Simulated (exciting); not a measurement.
# Ta: single point with PBE

Ta:

```
Ta
1.0
    -1.65128    1.65128    1.65128
     1.65128   -1.65128    1.65128
     1.65128    1.65128   -1.65128
Ta
1
Direct
  0.00000 0.00000 0.00000
```

* Program: exciting (release sodium)
* Task: single point
* Functional: PBE
* Potentials or basis: all-electron LAPW+lo, shipped species files, valence relativity iora*
* rgkmax: 9
* k mesh: 11 × 11 × 11
* Occupations: fermi-dirac, width 0.05 eV
* Spin: no spin polarisation
* gmaxvr (cutoff of density and potential): 14 1/bohr
* lmaxapw (and lmaxmat): 10
* lmaxvr: 8
* nempty: 12
* Valence relativity: iora*
* epsengy: 1e-05 Ha
* epspot: 1e-05 Ha
* maxscl: 60
* Muffin-tin radii: Ta 2.3 bohr

```
Band gap on the k mesh                            : none (metal or under the smearing width)
All electrons inside the program's atomic spheres : Ta 70.22 (radii Ta 2.3 bohr)
```

Levels at points of the mesh, in eV from the Fermi level:
```csv
k point,band 11,band 12,band 13,band 14,band 15,band 16
"(0.00, 0.00, 0.00)",-18.78,-7.90,0.73,0.73,0.73,4.01
```

Run time: 45 s on 1 thread of Arm Neoverse V1, on a shared host, peak memory 0.1 GiB.

Caveat: the log's total energy holds no entropy term; the free energy is that total less TS from the occupations. The run has no spin-orbit coupling, so splittings on Ta are missing.
